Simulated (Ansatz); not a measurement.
Crystal: W.

```
W
1.0
    -1.58234    1.58234    1.58234
     1.58234   -1.58234    1.58234
     1.58234    1.58234   -1.58234
W
1
Direct
  0.00000 0.00000 0.00000
```

| Property | Result |
| --- | --- |
| Program | Ansatz 0.2.0 |
| Task | relaxation of cell and atoms |
| Functional | BLYP |
| Potentials or basis | Ansatz PAW |
| Cutoff | 420 eV (not typed: the program's choice for these potentials) |
| k mesh | 12 × 12 × 12 |
| Occupations | fermi-dirac, width 0.05 eV |
| Spin | no spin polarisation |

At the start: volume 15.85 Å³/atom.

Q: Where does the relaxation end?

A: It ends after 4 steps and the volume is 16.68 Å³/atom (+5.3 %); space group Im-3m (No. 229, to 0.05 Å).

Step by step:
```
step  energy change (eV)  largest force (eV/Å)  volume (Å³)
   1              0.0000                0.0000        15.85
   2             -0.0375                0.0000        16.81
   3             -0.0384                0.0000        16.68
   4             -0.0386                0.0000        16.68
```

Final structure:
```
W
1.0
    -1.60958    1.60958    1.60958
     1.60958   -1.60958    1.60958
     1.60958    1.60958   -1.60958
W
1
Direct
  0.00000 0.00000 0.00000
```

Caveat: the plane-wave basis is chosen anew once the cell has moved, so the energies of steps on either side of that aren't comparable; the PAW data sets come from PBE, with cores solved anew for the run's functional, which leaves a small shift of forces and pressure.
